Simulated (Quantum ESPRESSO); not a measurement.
**GaN under changes of volume**

One of the cells (9.735 Å³/atom); the others are scaled copies at fixed shape and fractional positions:

```xyz
2
Lattice="0.0000 2.1352 2.1352 2.1352 0.0000 2.1352 2.1352 2.1352 0.0000" Properties=species:S:1:pos:R:3 pbc="T T T"
Ga    0.0000    0.0000    0.0000
N     2.1352    2.1352    2.1352
```

Measurements of this composition are mostly on another form, of space group No. 186.

```yaml
Program: Quantum ESPRESSO 7.5
Functional: PBEsol
Potentials_or_basis: GBRV 1.5 PBEsol
Cutoff: 762 eV
Density_cutoff: 6095 eV
k_mesh: 11 × 11 × 11
Occupations: fermi-dirac, width 0.05 eV
Spin: no spin polarisation
```

| volume (Å³/atom) | energy over the lowest point (meV/atom) | pressure (GPa) | gap on the mesh (eV) |
| --- | --- | --- | --- |
| 9.151 | 5.58 | 7.1 | 0.85 |
| 9.346 | 0.00 | 1.8 | 0.72 |
| 9.540 | 0.52 | -3.0 | 0.59 |
| 9.735 | 6.51 | -7.2 | 0.47 |
| 9.930 | 17.35 | -10.9 | 0.35 |
| 10.124 | ? | ? | ? |
| 10.319 | 51.43 | -17.0 | 0.14 |

Q: What does the run at 10.124 Å³/atom give?

A: Energy over the lowest point 32.50 meV/atom; pressure -14.2 GPa; gap on the mesh 0.24 eV.

Worked out: A Birch-Murnaghan fit of order 3 (a polynomial in V^(-2/3)) to the other rows has its minimum at 9.42 Å³/atom with B0 = V·E''(V) = 232 GPa and B' = 4.6. It gives 32.43 meV/atom at 10.124 Å³/atom, against the run's 32.50, and -dE/dV = -14.1 GPa, against -14.2. A straight line through the other rows of the gap, of slope -5.93 eV per unit of ln V, gives 0.24 eV, against the run's 0.24.

Energies are extrapolated to zero smearing.

Caveats: an odd mesh through Γ misses points on the zone boundary, where band edges often lie. Spin-orbit coupling on Ga is left out.
